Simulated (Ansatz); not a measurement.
# One run on Ni (I4/mmm): stretched by 4 % along z at fixed volume; anisotropy by the force theorem

Method: DFT, PBE, PAW with Ansatz's default frozen-core files, scalar-relativistic (Ansatz 0.2.0).

Command: `ansatz run input.yaml --threads 2 --pin off --max-ram 4096MiB --backend cpu --events-out ev --progress --plain --runs-dir out`

```yaml
crystal:
  lattice:
    - [0.0, 1.7277194128, 1.8324124]
    - [1.7277194128, 0.0, 1.8324124]
    - [1.7277194128, 1.7277194128, 0.0]
  atoms:
    - { symbol: Ni, position: [0.0, 0.0, 0.0], spin: 0.7 }
magnetization:
  spin_polarized: true
kpoints:
  mp_grid: { grid: [15, 15, 15] }
scf:
  occupations: { method: fermi_dirac, width: 0.05 }
  lower_state_search: "off"
hamiltonian:
  xc: pbe
  pseudopotentials: { kind: paw }
output:
  eigenvalues: false
  eigenstates:
    nscf_kmesh: { grid: [22, 22, 22] }
    top_band: c10
    magnetocrystalline_anisotropy:
      directions: [[0.0, 0.0, 1.0], [0.70710678, -0.70710678, 0.0], [1.0, 0.0, 0.0]]
```

The program prints:

```
settings of this run that can trade accuracy for cost: output.eigenvalues: false. Do not mix this run's numbers with those of runs without the same settings; the input reference describes each key
Engine: ansatz 0.2.0
Pseudopotentials: kind: paw
Pseudopotential: Ni, paw, valence charge 18, recommended cutoff 420 eV (normal), Ni.paw.azcp
Functional definition: PBE
  parameter kappa = 0.804
  parameter beta = 0.06672455060314922
  exchange = pbe_x(kappa = kappa, mu = beta*pi^2/3)
  correlation = pbe_c(beta = beta)
Crystal: 1 atoms, lattice volume = 10.940 Å³
Basis set: ecut = 420 eV, 199 PW (Γ)
Bands: 14, of which v1, the nominal top of the filled ones, is band 9 counted from 1 (8 counted from 0)
Symmetry: 16 space group operations
Space group: I4/mmm (ITA 139), of the structure as read, at distance tolerance 2.2e-5 Å
Magnetic group: BNS 139.531 (UNI 1191), of the structure as read, at distance tolerance 2.2e-5 Å
k-points: 288 of 3375
Non-local potential: Ni, projectors of the file, l = 0: 3, l = 1: 2, l = 2: 3, l = 3: 1
PAW form: soft (Blöchl's): semilocal exchange-correlation on the pseudo side does not see the compensation charge
PAW one-centre angular grid: Ni, 590 points (default); XC on 64 Gauss nodes
Initial density: superposition of atomic densities (chi_scale 0.1, normalization cell)
Starting moments: Σ|m| = 0.7 μB on 1 of 1 site
Initial wavefunctions: pseudopotential atomic-orbital guess
Functional: x = pbe(κ = 0.804, μ = 0.2195149727645171), c = pbe(β = 0.06672455060314922)
iter 1 solved again at ethr=3.11e-4 eV; its pass at ethr=3.10e-3 eV (dr2=5.59e-2 eV) is discarded
SCF iter   1: F=—  HF=-5839.702329 eV  |F-HF|=—  |Δ(HF+E_count)|=         —  Δρ=2.61e-2 (↑2.61e-2 ↓1.51e-2)  dr2=5.49e-2  dr2_m=1.38e-2  M=0.630 μB ∫|m|=0.657 μB  β_m=0.30  ethr=3.11e-4  ⟨swp⟩=1.0  Hψ=55295  notcnv=0
preconditioner: auto → none  [metal: Δε(μ)=0.002 eV  Ē_g=16.719 eV  σ=0.050 eV  W_gap=0.01  n_scr=0 (ndim 8)  ℏωp=35.5 eV  f_vac=0.000  D(μ)=1.92/eV (n_scr^D=26)]
SCF iter   2: F=—  HF=-5839.706767 eV  |F-HF|=—  |Δ(HF+E_count)|=   4.44e-3  Δρ=1.49e-2 (↑1.01e-2 ↓1.49e-2)  dr2=2.76e-3  dr2_m=1.19e-2  M=0.640 μB ∫|m|=0.678 μB  β_m=1.00  ethr=3.05e-4  ⟨swp⟩=2.4  Hψ=13035  notcnv=0
SCF iter   3: F=—  HF=-5839.708795 eV  |F-HF|=—  |Δ(HF+E_count)|=   2.03e-3  Δρ=9.15e-3 (↑9.15e-3 ↓6.10e-3)  dr2=6.35e-3  dr2_m=1.02e-3  M=0.634 μB ∫|m|=0.702 μB  β_m=1.00  ethr=1.53e-5  ⟨swp⟩=2.0  Hψ=17133  notcnv=0
SCF iter   4: F=—  HF=-5839.712461 eV  |F-HF|=—  |Δ(HF+E_count)|=   3.67e-3  Δρ=2.01e-3 (↑2.01e-3 ↓1.19e-3)  dr2=8.77e-5  dr2_m=2.23e-4  M=0.636 μB ∫|m|=0.714 μB  β_m=1.00  ethr=1.53e-5  ⟨swp⟩=2.0  Hψ=15506  notcnv=0  defer=3
SCF iter   5: F=—  HF=-5839.714739 eV  |F-HF|=—  |Δ(HF+E_count)|=   2.28e-3  Δρ=1.55e-3 (↑1.55e-3 ↓7.50e-4)  dr2=1.05e-4  dr2_m=8.93e-5  M=0.638 μB ∫|m|=0.720 μB  β_m=0.30  ethr=4.87e-7  ⟨swp⟩=2.0  Hψ=13331  notcnv=0  defer=3
Mixer restart at iter 5: flushing history
spin-set hold released at iteration 5 (site moments contracting): the magnetisation degrees of freedom join the quasi-Newton model from the next iteration; the mixer history was flushed
SCF iter   6: F=—  HF=-5839.716670 eV  |F-HF|=—  |Δ(HF+E_count)|=   1.93e-3  Δρ=1.32e-3 (↑1.29e-3 ↓1.32e-3)  dr2=1.26e-5  dr2_m=1.51e-4  M=0.640 μB ∫|m|=0.724 μB  β_m=0.65  ethr=4.87e-7  ⟨swp⟩=2.0  Hψ=10634  notcnv=0  defer=3
SCF iter   7: F=—  HF=-5839.719183 eV  |F-HF|=—  |Δ(HF+E_count)|=   2.51e-3  Δρ=3.13e-3 (↑3.13e-3 ↓1.87e-3)  dr2=1.43e-3  dr2_m=5.33e-5  M=0.644 μB ∫|m|=0.734 μB  β_m=0.52  ethr=6.98e-8  ⟨swp⟩=3.3  Hψ=17791  notcnv=0  defer=3
SCF iter   8: F=—  HF=-5839.718894 eV  |F-HF|=—  |Δ(HF+E_count)|=   2.89e-4  Δρ=1.71e-3 (↑2.11e-4 ↓1.71e-3)  dr2=1.40e-4  dr2_m=8.84e-5  M=0.646 μB ∫|m|=0.737 μB  β_m=0.62  ethr=6.98e-8  ⟨swp⟩=3.2  Hψ=18408  notcnv=0  defer=7
SCF iter   9: F=—  HF=-5839.718904 eV  |F-HF|=—  |Δ(HF+E_count)|=   9.82e-6  Δρ=3.79e-4 (↑1.11e-4 ↓3.79e-4)  dr2=4.04e-6  dr2_m=5.94e-6  M=0.646 μB ∫|m|=0.738 μB  β_m=0.81  ethr=6.98e-8  ⟨swp⟩=2.4  Hψ=13938  notcnv=0  defer=7
iter 10 did not close the SCF: its close was put off for a magnetic moment that had not settled (scf_convergence_deferred on its scf_iter line)
SCF iter  10: F=-5839.718906 eV  HF=-5839.718906 eV  |F-HF|=1.23e-8  |Δ(HF+E_count)|=   1.67e-6  Δρ=3.69e-5 (↑1.98e-5 ↓3.69e-5)  dr2=2.11e-8  dr2_m=7.35e-8  M=0.646 μB ∫|m|=0.739 μB  β_m=0.78  ethr=5.56e-10  ⟨swp⟩=2.9  Hψ=27457  notcnv=0
SCF iter  11: F=-5839.718906 eV  HF=-5839.718906 eV  |F-HF|=1.30e-9  |Δ(HF+E_count)|=   2.81e-8  Δρ=5.40e-6 (↑4.34e-6 ↓5.40e-6)  dr2=2.15e-10  dr2_m=2.05e-9  M=0.646 μB ∫|m|=0.739 μB  ethr=1.17e-10  ⟨swp⟩=1.0  Hψ=23428  notcnv=0
SCF 1 converged in 11 iterations: F = -5839.718906 eV  dr2 = 2.15e-10
  greatest PAW one-centre occupation: 1.001 electrons in one spin orbital (limit 2), on the Ni atom at site 0 (counted from 0), in its partial waves of l = 1
NSCF: frozen V_eff on 834 k-points
Magnetocrystalline anisotropy: 0 of 834 k-points coupled
Magnetocrystalline anisotropy: 64 of 834 k-points coupled
Magnetocrystalline anisotropy: 128 of 834 k-points coupled
Magnetocrystalline anisotropy: 192 of 834 k-points coupled
Magnetocrystalline anisotropy: 256 of 834 k-points coupled
Magnetocrystalline anisotropy: 320 of 834 k-points coupled
Magnetocrystalline anisotropy: 384 of 834 k-points coupled
Magnetocrystalline anisotropy: 448 of 834 k-points coupled
Magnetocrystalline anisotropy: 512 of 834 k-points coupled
Magnetocrystalline anisotropy: 576 of 834 k-points coupled
Magnetocrystalline anisotropy: 640 of 834 k-points coupled
Magnetocrystalline anisotropy: 704 of 834 k-points coupled
Magnetocrystalline anisotropy: 768 of 834 k-points coupled
Magnetocrystalline anisotropy: 832 of 834 k-points coupled
Magnetocrystalline anisotropy: 834 of 834 k-points coupled
SCF converged after 11 iterations
Magnetization: 0.6461 μB (9.3230 up, 8.6770 down)
Absolute magnetization: 0.7396 μB (∫|ρ↑−ρ↓|, with the PAW one-centre terms)
Spin contamination: 0.0073 ħ² per cell (⟨S²⟩ above its minimum at these occupations)
Per-site moments (μB) at R_I (Å): [(0.6875558464242556, 1.0078877430422792)]
Free energy (F): -5839.718906 eV
Harris-Foulkes:  -5839.718906 eV  (|F-HF|=1.30e-9)
Internal energy: -5839.705209 eV  (E = F + TS)
E sigma→0 (E₀):  -5839.712057 eV
Entropy (-TS):   -0.013697 eV (-13.697 meV/atom)
Fermi energy:    18.057725 eV
--- Per-component energies (eV) ---
  E_band       = -286.318476
  E_kinetic    = 282.003720
  E_local      = -3446.494545  (includes V_loc(G=0)·N_el)
  E_nonlocal   = 635.619382
  E_hartree    = 1438.480933
  E_xc         = -84.746366
  E_vxc        = -109.276611  (∫ρ·V_xc dr)
  E_paw        = -1629.691181  (= ΣΔE_a)
  E_vpaw       = -525.132764  (= ΣTr[D̂ρ^β])
  E_aug_tail   = 0.000489  (compensation charges beyond the density's cutoff)
  E_ewald      = -3034.877640
  E_smearing   = -0.013697  (= −TS)
  E_closure    = -0.000000  (closes the sum)
  Σ components = -5839.718906   (vs F -5839.718906, Δ=0.00e0)
--- Band table (eV; the first three rows and the last of 576) ---
  k-point 0 ↑: bands = ["-85.6144", "-45.8885", "-45.8657", "-45.8657", "8.9727", "15.3665", "15.7336", "15.7336", "16.5721", "16.9757", "41.5743", "44.9963", "45.6660", "45.6660"]
  k-point 1 ↑: bands = ["-85.6130", "-45.8927", "-45.8726", "-45.8666", "9.1462", "15.3818", "15.7118", "15.7714", "16.5637", "16.9528", "40.9427", "43.4879", "44.8080", "45.2120"]
  k-point 2 ↑: bands = ["-85.6090", "-45.9118", "-45.8850", "-45.8692", "9.6556", "15.3748", "15.6905", "15.8680", "16.5644", "16.9011", "38.2500", "42.4856", "44.0195", "44.5067"]
  k-point 287 ↓: bands = ["-84.7137", "-45.2413", "-45.0968", "-45.0900", "13.7505", "14.5563", "17.9530", "18.1056", "18.4243", "20.0845", "26.4357", "32.5253", "33.9187", "39.1448"]
settings of this run that can trade accuracy for cost: output.eigenvalues: false. Do not mix this run's numbers with those of runs without the same settings; the input reference describes each key
```

magnetocrystalline_anisotropy.tsv:

```
# direction_x	direction_y	direction_z	energy_mev	energy_tetrahedra_mev	beyond_first_order_mev	atom_0_mev	spread_mev	spread_tetrahedra_mev	orbital_0_along_direction_mub
# format = ansatz-magnetocrystalline-anisotropy/3
# nscf_kmesh_grid = 22 22 22
# nscf_kmesh_shift = 0 0 0
# n_bands = 19
# occupation_method = fermi_dirac
# smearing_width_ev = 0.05
# xc_rung = gga
# a1_ang = 0 1.7277 1.8324
# a2_ang = 1.7277 0 1.8324
# a3_ang = 1.7277 1.7277 0
# atom = 0 Ni 0 0 0
# kernel_functional = own
# kernel_scale = 1.0241
# goldstone_residual = 0.025246
# bands_end_over_fermi_ev = 35.56
# easy_direction_run = 1
# easy_direction_tetrahedra = 2
0	0	1	0	0	5.0126e-05	0	0	0	0.049064
0.70711	-0.70711	0	-0.04403	-0.058725	6.0623e-05	-0.04333	0.033602	0.12281	0.053256
1	0	0	-0.043928	-0.062519	7.5075e-05	-0.043075	0.03094	0.11931	0.053258
```

Site moments (μB): Ni 0.69. Cell moment 0.65 μB.

The magnetic group in the log treats spin as a scalar label, without spin–orbit coupling.

The Ansatz runs typed with the search for lower states off end where their start leads. These are results for the start and cell typed. The real compound can order otherwise, in a larger cell, or not at all, since semilocal functionals at zero temperature often overstate magnetism.

It took 33 s on 2 threads of Arm Neoverse V1 (shared host), peak memory 0.42 GiB.
